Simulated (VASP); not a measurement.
# SnO2 (P4_2/mnm) in VASP: a series of runs

The runs below take SnO2 through relaxation of cell and atoms, with LDA, PBE.

Program: VASP 6.6.1. These are calculated values, not measurements. Logs are shortened: lines on timing, memory, paths and dates and some standing lists are left out, and cuts for length are marked.

### 1 Starting point

It takes space group P4_2/mnm (No. 136, tetragonal). The conventional cell has a = 4.738 Å, b = 4.738 Å, c = 3.187 Å, α = 90.00°, β = 90.00°, γ = 90.00°. Around Sn (site symmetry mmm) lie 6 O at 2.05 to 2.06 Å. Around O (site symmetry m2m) lie 3 Sn at 2.05 to 2.06 Å.

### 2 Relaxation of cell and atoms, LDA

Contents of INCAR:

```
SYSTEM = SnO2
ALGO = Normal
EDIFF = 1E-6
EDIFFG = -0.02
ENCUT = 600
IBRION = 2
ISIF = 3
ISMEAR = -1
LASPH = .True.
LCHARG = .False.
LREAL = .False.
LWAVE = .False.
NELM = 60
NSW = 60
PREC = Accurate
SIGMA = 0.05
```

Contents of KPOINTS:

```
k-points
0
Gamma
  6 6 9
  0 0 0
```

Contents of POSCAR:

```
SnO2
1.0
    4.7380000000      0.0000000000      0.0000000000
    0.0000000000      4.7380000000      0.0000000000
    0.0000000000      0.0000000000      3.1865000000
Sn O
2 4
Direct
    0.0000000000      0.0000000000      0.0000000000
    0.5000000000      0.5000000000      0.5000000000
    0.3071000000      0.3071000000      0.0000000000
    0.1929000000      0.8071000000      0.5000000000
    0.6929000000      0.6929000000      0.0000000000
    0.8071000000      0.1929000000      0.5000000000
```

Potentials or basis: VASP PAW LDA potentials, release 64 (Sn_d, O).

Command:

```console
> cat potpaw_LDA.64/Sn_d/POTCAR potpaw_LDA.64/O/POTCAR > POTCAR
> mpirun -np 1 vasp_std > vasp.out
```

OUTCAR:

```text
SYSTEM = SnO2
   EDIFF = 1E-6
   EDIFFG = -0.02
   ENCUT = 600
   IBRION = 2
   ISIF = 3
   ISMEAR = -1
   LASPH = .True.
   LREAL = .False.
   NELM = 60
   NSW = 60
   PREC = Accurate

 ion  position               nearest neighbor table
   1  0.000  0.000  0.000-   4 2.05   6 2.05   4 2.05   6 2.05   5 2.06   3 2.06   2 3.71   2 3.71
                             2 3.71   2 3.71   2 3.71   2 3.71   2 3.71   2 3.71
   2  0.500  0.500  0.500-   3 2.05   5 2.05   3 2.05   5 2.05   4 2.06   6 2.06   1 3.71   1 3.71
                             1 3.71   1 3.71   1 3.71   1 3.71   1 3.71   1 3.71
   3  0.307  0.307  0.000-   2 2.05   2 2.05   1 2.06
   4  0.193  0.807  0.500-   1 2.05   1 2.05   2 2.06
   5  0.693  0.693  0.000-   2 2.05   2 2.05   1 2.06
   6  0.807  0.193  0.500-   1 2.05   1 2.05   2 2.06

  LATTYP: Found a simple tetragonal cell.
 ALAT       =     4.7380000000
 C/A-ratio  =     0.6725411566

  Lattice vectors:

 A1 = (   4.7380000000,   0.0000000000,   0.0000000000)
 A2 = (   0.0000000000,   4.7380000000,   0.0000000000)
 A3 = (   0.0000000000,   0.0000000000,   3.1865000000)

Analysis of symmetry for initial positions (statically):
=====================================================================
 Subroutine PRICEL returns:
 Original cell was already a primitive cell.

 Routine SETGRP: Setting up the symmetry group for a
 simple tetragonal supercell.

 Subroutine GETGRP returns: Found 16 space group operations
 (whereof  8 operations were pure point group operations)
 out of a pool of 16 trial point group operations.

The static configuration has the point symmetry D_2h.
 The point group associated with its full space group is D_4h.

Analysis of symmetry for dynamics (positions and initial velocities):
=====================================================================
 Subroutine PRICEL returns:
 Original cell was already a primitive cell.

 Routine SETGRP: Setting up the symmetry group for a
 simple tetragonal supercell.

 Subroutine GETGRP returns: Found 16 space group operations
 (whereof  8 operations were pure point group operations)
 out of a pool of 16 trial point group operations.

The dynamic configuration has the point symmetry D_2h.
 The point group associated with its full space group is D_4h.

 Subroutine INISYM returns: Found 16 space group operations
 (whereof  8 operations are pure point group operations),
 and found     1 'primitive' translations

----------------------------------------------------------------------------------------

                                     Primitive cell

  volume of cell :      71.5326

  direct lattice vectors                    reciprocal lattice vectors
     4.738000000  0.000000000  0.000000000     0.211059519  0.000000000  0.000000000
     0.000000000  4.738000000  0.000000000     0.000000000  0.211059519  0.000000000
     0.000000000  0.000000000  3.186500000     0.000000000  0.000000000  0.313823945

  length of vectors
     4.738000000  4.738000000  3.186500000     0.211059519  0.211059519  0.313823945

  position of ions in fractional coordinates (direct lattice)
     0.000000000  0.000000000  0.000000000
     0.500000000  0.500000000  0.500000000
     0.307100000  0.307100000  0.000000000
     0.192900000  0.807100000  0.500000000
     0.692900000  0.692900000  0.000000000
     0.807100000  0.192900000  0.500000000

  ion indices of the primitive-cell ions
   primitive index   ion index
                 1           1
                 2           2
                 3           3
                 4           4
                 5           5
                 6           6

----------------------------------------------------------------------------------------

 KPOINTS: k-points

Automatic generation of k-mesh.
 Grid dimensions read from file:
 generate k-points for:    6    6    9

 Generating k-lattice:

  Cartesian coordinates                     Fractional coordinates (reciprocal lattice)
     0.035176586  0.000000000  0.000000000     0.166666667  0.000000000  0.000000000
     0.000000000  0.035176586  0.000000000     0.000000000  0.166666667  0.000000000
     0.000000000  0.000000000  0.034869327     0.000000000  0.000000000  0.111111111

  Length of vectors
     0.035176586  0.035176586  0.034869327

  Shift w.r.t. Gamma in fractional coordinates (k-lattice)
     0.000000000  0.000000000  0.000000000

 Subroutine IBZKPT returns following result:
 ===========================================

 Found     50 irreducible k-points:

 Following reciprocal coordinates:
            Coordinates               Weight
  0.000000  0.000000  0.000000      1.000000
  0.166667  0.000000  0.000000      4.000000
  0.333333  0.000000  0.000000      4.000000
  0.500000  0.000000  0.000000      2.000000
  0.166667  0.166667  0.000000      4.000000
  0.333333  0.166667  0.000000      8.000000
[... 16 lines left out ...]
  0.333333  0.000000  0.222222      8.000000
  0.500000  0.000000  0.222222      4.000000
 [... further k-points ...]
   k-points           NKPTS =     50   k-points in BZ     NKDIM =     50   number of bands    NBANDS=     31
   number of dos      NEDOS =    301   number of ions     NIONS =      6
   total plane-waves  NPLWV =  44800
   dimension x,y,z NGX =    40 NGY =   40 NGZ =   28
   dimension x,y,z NGXF=    80 NGYF=   80 NGZF=   56
   ions per type =               2   4
   NGX,Y,Z   is equivalent  to a cutoff of  14.04, 14.04, 14.61 a.u.
   NGXF,Y,Z  is equivalent  to a cutoff of  28.07, 28.07, 29.22 a.u.
 SYSTEM =  SnO2
   PREC   = accura    normal or accurate (medium, high low for compatibility)
   ISTART =      0    job   : 0-new  1-cont  2-samecut
   ICHARG =      2    charge: 1-file 2-atom 10-const
   ISPIN  =      1    spin polarized calculation?
   LNONCOLLINEAR =      F non collinear calculations
   LSORBIT =      F    spin-orbit coupling
   LASPH  =      T    aspherical Exc in radial PAW
   ENCUT  =  600.0 eV  44.10 Ry    6.64 a.u.   9.46  9.46  6.36*2*pi/ulx,y,z
   NELM   =     60;   NELMIN=  2; NELMDL= -5     # of ELM steps
   EDIFF  = 0.1E-05   stopping-criterion for ELM
   LREAL  =      F    real-space projection
   EDIFFG = -.2E-01   stopping-criterion for IOM
   NSW    =     60    number of steps for IOM
   IBRION =      2    ionic relax: 0-MD 1-quasi-New 2-CG
   NFREE  =      1    steps in history (QN), initial steepest desc. (CG)
   ISIF   =      3    stress and relaxation
   ISYM   =      2    0-nonsym 1-usesym 2-fastsym
   POTIM  = 0.5000    time-step for ionic-motion
   TEBEG  =    0.0;   TEEND  =   0.0 temperature during run
   PSTRESS=    0.0 pullay stress
   NELECT =      52.0000    total number of electrons
   NUPDOWN=      -1.0000    fix difference up-down
   EMIN   =  10.00;   EMAX   =-10.00  energy-range for DOS
   EFERMI =   0.00;   METHOD = LEGACY
   ISMEAR =    -1;   SIGMA  =   0.05  broadening in eV -4-tet -1-fermi 0-gaus
   EFERMI_NEDOS =   21; number of points for ismear=-14 and -15
   IALGO  =     38    algorithm
   IMIX   =      4    mixing-type and parameters
     AMIX     =   0.40;   BMIX     =  1.00
     AMIX_MAG =   1.60;   BMIX_MAG =  1.00
  volume/ion in A,a.u.               =      11.92        80.45
  Fermi-wavevector in a.u.,A,eV,Ry     =   1.472000  2.781677 29.480903  2.166785
  Thomas-Fermi vector in A             =   2.587068
   LORBIT       =      0    0 simple, 1 ext, 2 COOP (PROOUT), +10 PAW based schemes
   GGA     = CA    functional components
   LHFCALC =     F    Hartree Fock is set to
   AEXX    =    0.0000 exact exchange contribution
   IVDW    =     0    specifies the selected vdW correction
   LEPSILON=     F    determine dielectric tensor
   LRPA    =     F    only Hartree local field effects (RPA)
 conjugate gradient relaxation of ions
 non-spin polarized calculation
  energy-cutoff  :      600.00
  volume of cell :       71.53
 maximum number of plane-waves:      2409
 NGX is ok and might be reduce to    40
   NGX = 19   NGY = 19   NGZ = 13

--------------------------------------- Ionic step        1  -------------------------------------------

 number of electron      52.0000000 magnetization

 Free energy of the ion-electron system (eV)
  ---------------------------------------------------
  ext. energy  EPLUGINS =         0.00000000
  ---------------------------------------------------
  free energy    TOTEN  =       -42.28862825 eV

  energy without entropy =      -42.28862816  energy(sigma->0) =      -42.28862820

------------------------ aborting loop because EDIFF is reached ----------------------------------------

  FORCE on cell =-STRESS in cart. coord.  units (eV):
  Direction    XX          YY          ZZ          XY          YZ          ZX
  --------------------------------------------------------------------------------------
  -------------------------------------------------------------------------------------
  Total       -0.1757200     -0.1757200      0.5051814     -0.0000000      0.0000000      0.0000000
  in kB       -3.9357520     -3.9357520     11.3149828     -0.0000000      0.0000000      0.0000000
  external PRESSURE =       1.1478263 kB  Pullay stress =       0.0000000 kB
[... 145 lines left out ...]
  energy  without entropy=      -42.2920601047  energy(sigma->0) =      -42.29206015

--------------------------------------- Ionic step        5  -------------------------------------------

 number of electron      51.9999996 magnetization

 Free energy of the ion-electron system (eV)
  ---------------------------------------------------
  ext. energy  EPLUGINS =         0.00000000
  ---------------------------------------------------
  free energy    TOTEN  =       -42.29234689 eV

  energy without entropy =      -42.29234678  energy(sigma->0) =      -42.29234684

 E-fermi :   6.4740     XC(G=0): -11.8110

 val. band max:        5.8869162795   @ k =   0.0000   0.0000   0.0000
 cond. band min:       7.0361584528   @ k =   0.0000   0.0000   0.0000
 fundamental gap:      1.1492421734
 Fermi energy:         6.4739806266

 k-point     1 :       0.0000    0.0000    0.0000
  band No.  band energies     occupation
      1     -15.1232      2.00000
      2     -14.3494      2.00000
      3     -14.0838      2.00000
      4     -14.0642      2.00000
      5     -14.0642      2.00000
      6     -13.9880      2.00000
[... 805 lines left out ...]
     30      14.1718      0.00000
     31      15.3301      0.00000

 [... further k-points ...]

------------------------ aborting loop because EDIFF is reached ----------------------------------------

  FORCE on cell =-STRESS in cart. coord.  units (eV):
  Direction    XX          YY          ZZ          XY          YZ          ZX
  --------------------------------------------------------------------------------------
  -------------------------------------------------------------------------------------
  Total       -0.0156543     -0.0156543      0.0315365      0.0000000      0.0000000      0.0000000
  in kB       -0.3511711     -0.3511711      0.7074545      0.0000000      0.0000000      0.0000000
  external PRESSURE =       0.0017041 kB  Pullay stress =       0.0000000 kB
[... 21 lines left out ...]
  FREE ENERGIE OF THE ION-ELECTRON SYSTEM (eV)
  ---------------------------------------------------
  free  energy   TOTEN  =       -42.2923468905 eV

  energy  without entropy=      -42.2923467845  energy(sigma->0) =      -42.29234684

 reached required accuracy - stopping structural energy minimisation
```

Run time: 3 min. Hardware: 1 thread of AMD EPYC 9R45 (Zen 5), shared host; peak memory 0.22 GiB.

Results:

| Property | Result |
| --- | --- |
| Free energy | -42.2923 eV |
| Relaxed volume | 11.90 Å³/atom |
| Relaxed cell | a = 4.728 Å, b = 4.728 Å, c = 3.195 Å, α = 90.00°, β = 90.00°, γ = 90.00° |
| Space group after relaxing (to 0.05 Å) | P4_2/mnm (No. 136) |
| Energy gained by relaxing | 0.6 meV/atom |
| Ionic steps | 5 |
| Pressure after relaxing | 0.0 GPa |
| Largest force after relaxing | 0.006 eV/Å |
| Band gap on the k mesh | 1.15 eV, direct |

Forces on the atoms (eV/Å):
```
Sn   0.000  0.000  0.000
Sn   0.000  0.000  0.000
O    0.004  0.004  0.000
O   -0.004  0.004  0.000
O   -0.004 -0.004  0.000
O    0.004 -0.004  0.000
```

Step by step:
| step | energy change (eV) | largest force (eV/Å) | pressure (GPa) | volume (Å³) |
| --- | --- | --- | --- | --- |
| 1 | 0.0000 | 0.1797 | 0.11 | 71.53 |
| 2 | -0.0032 | 0.0468 | -0.65 | 71.62 |
| 3 | -0.0034 | 0.0025 | -0.50 | 71.60 |
| 4 | -0.0034 | 0.0150 | 0.49 | 71.24 |
| 5 | -0.0037 | 0.0060 | 0.00 | 71.42 |

Final structure:
```cif
data_structure
_symmetry_space_group_name_H-M 'P 1'
_symmetry_Int_Tables_number 1
_cell_length_a 4.7279
_cell_length_b 4.7279
_cell_length_c 3.1952
_cell_angle_alpha 90.000
_cell_angle_beta 90.000
_cell_angle_gamma 90.000
_cell_volume 71.42
loop_
_atom_site_label
_atom_site_type_symbol
_atom_site_fract_x
_atom_site_fract_y
_atom_site_fract_z
_atom_site_occupancy
Sn1 Sn 0.00000 0.00000 0.00000 1
Sn2 Sn 0.50000 0.50000 0.50000 1
O1 O 0.30599 0.30599 0.00000 1
O2 O 0.19401 0.80599 0.50000 1
O3 O 0.69401 0.69401 0.00000 1
O4 O 0.80599 0.19401 0.50000 1
```

Caveat: spin-orbit coupling is left out, which moves the levels of the heavy elements. As with any semilocal functional, this LDA gap is likely too small.

### 3 Relaxation of cell and atoms, PBE

Contents of INCAR:

```
  PREC = Accurate
  ENCUT = 600
  EDIFF = 1E-6
  ISMEAR = -1
  SIGMA = 0.05
  LREAL = F
  LASPH = T
  NELM = 80
  ALGO = Normal
  ISIF = 3
  LWAVE = F
  LCHARG = F
  GGA = PE
  IBRION = 2
  NSW = 60
  EDIFFG = -0.01
```

Contents of KPOINTS:

```
regular mesh
0
Gamma
  6 6 9
```

POSCAR is that of step 2.

Potentials or basis: VASP PAW PBE potentials, release 64 (Sn_d, O).

Command:

```console
> cat potpaw_PBE.64/Sn_d/POTCAR potpaw_PBE.64/O/POTCAR > POTCAR
> mpirun -np 1 vasp_std > vasp.out
```

Run time: 11 min. Hardware: 1 thread of Intel Xeon Platinum 8488C (Sapphire Rapids), shared host; peak memory 0.27 GiB.

The run converged. Its results:

```yaml
Free_energy: -37.3118 eV
Relaxed_volume: 12.61 Å³/atom
Relaxed_cell: a = 4.830 Å, b = 4.830 Å, c = 3.243 Å, α = 90.00°, β = 90.00°, γ = 90.00°
Space_group_after_relaxing_to_0.05_Å: P4_2/mnm (No. 136)
Energy_gained_by_relaxing: 23.7 meV/atom
Ionic_steps: 8
Pressure_after_relaxing: -0.1 GPa
Largest_force_after_relaxing: 0.003 eV/Å
Band_gap_on_the_k_mesh: 0.64 eV, direct
```

Forces in eV/Å, atoms in the order of the input:
```
Sn   0.000  0.000  0.000
Sn   0.000  0.000  0.000
O   -0.002 -0.002  0.000
O    0.002 -0.002  0.000
O    0.002  0.002  0.000
O   -0.002  0.002  0.000
```

Step by step:
```csv
step,energy change (eV),largest force (eV/Å),pressure (GPa),volume (Å³)
1,0.0000,0.2935,11.61,71.53
2,0.0632,0.3613,-10.54,80.85
3,-0.1403,0.0643,-0.02,75.52
4,-0.1403,0.0583,0.19,75.43
5,-0.1420,0.0036,0.08,75.58
6,-0.1421,0.0189,0.05,75.63
7,-0.1422,0.0012,-0.09,75.68
8,-0.1422,0.0031,-0.10,75.67
```

Final structure:
```xyz
6
Lattice="4.8305 0.0000 0.0000 0.0000 4.8305 0.0000 0.0000 0.0000 3.2431" Properties=species:S:1:pos:R:3 pbc="T T T"
Sn    0.0000    0.0000    0.0000
Sn    2.4153    2.4153    1.6216
O     1.4809    1.4809    0.0000
O     0.9344    3.8961    1.6216
O     3.3496    3.3496    0.0000
O     3.8961    0.9344    1.6216
```

Levels at points of the mesh, in eV from the valence-band top:
```
           k point  band 24  band 25  band 26  band 27  band 28  band 29
(0.00, 0.00, 0.00)    -0.74    -0.74     0.00     0.64     5.66     6.04
(0.50, 0.00, 0.00)    -1.21    -0.60    -0.60     3.85     3.85     6.78
(0.50, 0.50, 0.00)    -1.33    -0.85    -0.85     4.24     4.24     7.13
```

Caveat: spin-orbit coupling is left out, which moves the levels of the heavy elements. PBE usually gives volumes a little too large and moduli too small.
